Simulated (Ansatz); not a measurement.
Input of an Ansatz 0.2.0 run:

The input run.py:

```python
import json

import ase.io
import numpy as np

import ansatz as az

atoms = ase.io.read("POSCAR", format="vasp")

calculation = (
    az.Crystal.from_ase(atoms)
    .calculation()
    .kpoints(12, 12, 12)
    .functional("lda")
    .pseudopotentials(kind="paw")
    .hubbard(projectors="ortho-atomic")
    .hubbard("Mo", "d", u_eff=5.3)
    .occupations(method="fermi_dirac", width=0.05)
    .relax(force_tolerance=0.01, max_steps=40, cell=True, stress_tolerance=0.05)
    .forces()
    .stress()
)
outcome = calculation.run(threads=2, events_out="events.jsonl")

report = outcome.report
for line in open("events.jsonl"):
    event = json.loads(line)
    if event["event"] == "scf_iter":
        d = event["data"]
        print(f"SCF {d['iter']:3d}  HF = {d['harris_foulkes_ev']:.6f} eV  dr2 = {d['dr2_ev']:.2e} eV")
    elif event["event"] in ("relax_step", "md_step"):
        d = event["data"]
        print(f"{event['event']} {d['step']:3d}  E = {d['lagrangian_ev']:.6f} eV")
np.set_printoptions(precision=5, suppress=True, linewidth=110)
print("converged:", report["converged"], "after", report["n_iterations"], "iterations")
print(f"free energy {report['free_energy_ev']:.6f} eV, Fermi level {report['fermi_energy_ev']:.4f} eV")
for key in ("band_edges_ev", "magnetization_mub", "site_moments_mub", "site_moments_nc_mub", "forces_ev_ang",
                "stress_gpa"):
    if report.get(key) is not None:
        print(key, np.array(report[key]), sep="\n")
```

The input POSCAR:

```
Mo
1.0
   -1.5838089719      1.5838089719      1.5838089719
    1.5838089719     -1.5838089719      1.5838089719
    1.5838089719      1.5838089719     -1.5838089719
Mo
1
Direct
    0.0000000000      0.0000000000      0.0000000000
```

Potentials or basis: Ansatz PAW.

Run with:

```console
$ python run.py
```

Q: Predict the space group after relaxing (to 0.05 Å).

A: Im-3m (No. 229).

Q: What does it give for the relaxed cell?

A: a = 2.709 Å, b = 2.709 Å, c = 2.709 Å, α = 109.47°, β = 109.47°, γ = 109.47°.

Final structure:
```cif
data_structure
_symmetry_space_group_name_H-M 'P 1'
_symmetry_Int_Tables_number 1
_cell_length_a 2.7094
_cell_length_b 2.7094
_cell_length_c 2.7094
_cell_angle_alpha 109.471
_cell_angle_beta 109.471
_cell_angle_gamma 109.471
_cell_volume 15.31
loop_
_atom_site_label
_atom_site_type_symbol
_atom_site_fract_x
_atom_site_fract_y
_atom_site_fract_z
_atom_site_occupancy
Mo1 Mo 0.00000 0.00000 0.00000 1
```

Caveat: the U is typed as a test and isn't derived for this compound.
